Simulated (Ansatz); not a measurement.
Input deck for Ansatz 0.2.0, then the block of the output on the nuclei.

The cell is a structure deposited in the COD, relaxed with PBE at fixed cell and then changed (volume scaled by 1.06, ions relaxed).

```yaml
crystal:
  lattice:
    - [3.6553119684, 0.0, 0.0]
    - [-1.8276559842, 3.1655930234, 0.0]
    - [0.0, 0.0, 15.8039987475]
  atoms:
    - { symbol: Ga, position: [0.3333333333, 0.6666666667, 0.1710183689] }
    - { symbol: Ga, position: [0.6666666667, 0.3333333333, 0.6710183689] }
    - { symbol: Ga, position: [0.3333333333, 0.6666666667, 0.3289816311] }
    - { symbol: Ga, position: [0.6666666667, 0.3333333333, 0.8289816311] }
    - { symbol: S, position: [0.3333333333, 0.6666666667, 0.6008025009] }
    - { symbol: S, position: [0.6666666667, 0.3333333333, 0.1008025009] }
    - { symbol: S, position: [0.3333333333, 0.6666666667, 0.8991974991] }
    - { symbol: S, position: [0.6666666667, 0.3333333333, 0.3991974991] }
kpoints:
  mp_grid: { grid: [14, 14, 3] }
scf:
  occupations: { method: fermi_dirac, width: 0.02 }
hamiltonian:
  xc: pbe
  pseudopotentials: { kind: paw }
output:
  forces: true
  stress: true
  populations: true
  efg:
    quadrupole_moments_barn: { Ga: 0.107, S: -0.0694 }
    contact_densities: true
relax:
  f_tol: 0.02
  max_steps: 60
```

```sh
ansatz run input.yaml --threads 1 --pin off --max-ram 3072MiB --backend cpu --events-out ev --progress --plain --runs-dir out
```

The run relaxes the ions first, and the block belongs to the relaxed positions.

Of the output, the block on the nuclei alone is shown; the set-up, the SCF iterations, energies, forces and stress are cut.

```
--- PAW observables at the nuclei: V_zz in 10²¹ V/m², potentials from the cell's mean, atoms counted from 1 ---
  atom   1  Ga V_zz =    -7.591666   η = 0.0000   by run symmetry: allowed   C_q = -19.6415 MHz
            electrostatic potential = -4128.337143 V   contact ρ = 187418.615784 e/Å³
  atom   2  Ga V_zz =    -7.591666   η = 0.0000   by run symmetry: allowed   C_q = -19.6415 MHz
            electrostatic potential = -4128.337143 V   contact ρ = 187418.615784 e/Å³
  atom   3  Ga V_zz =    -7.591666   η = 0.0000   by run symmetry: allowed   C_q = -19.6415 MHz
            electrostatic potential = -4128.337143 V   contact ρ = 187418.615784 e/Å³
  atom   4  Ga V_zz =    -7.591666   η = 0.0000   by run symmetry: allowed   C_q = -19.6415 MHz
            electrostatic potential = -4128.337143 V   contact ρ = 187418.615784 e/Å³
  atom   5  S  V_zz =    -6.678671   η = 0.0000   by run symmetry: allowed   C_q = +11.2074 MHz
            electrostatic potential = -1631.767748 V   contact ρ = 19769.509817 e/Å³
  atom   6  S  V_zz =    -6.678671   η = 0.0000   by run symmetry: allowed   C_q = +11.2074 MHz
            electrostatic potential = -1631.767748 V   contact ρ = 19769.509817 e/Å³
  atom   7  S  V_zz =    -6.678671   η = 0.0000   by run symmetry: allowed   C_q = +11.2074 MHz
            electrostatic potential = -1631.767748 V   contact ρ = 19769.509817 e/Å³
  atom   8  S  V_zz =    -6.678671   η = 0.0000   by run symmetry: allowed   C_q = +11.2074 MHz
            electrostatic potential = -1631.767748 V   contact ρ = 19769.509817 e/Å³
```

The relaxation (3 steps) took 36 s of wall time (36 s of CPU time) and 0.7 GiB at its peak, on 1 thread of Intel Xeon 6975P-C (Granite Rapids) (x86_64; 16 cores open to the job, memory cap 3.0 GiB, no GPU), a shared host with a load of 0.6 a core.
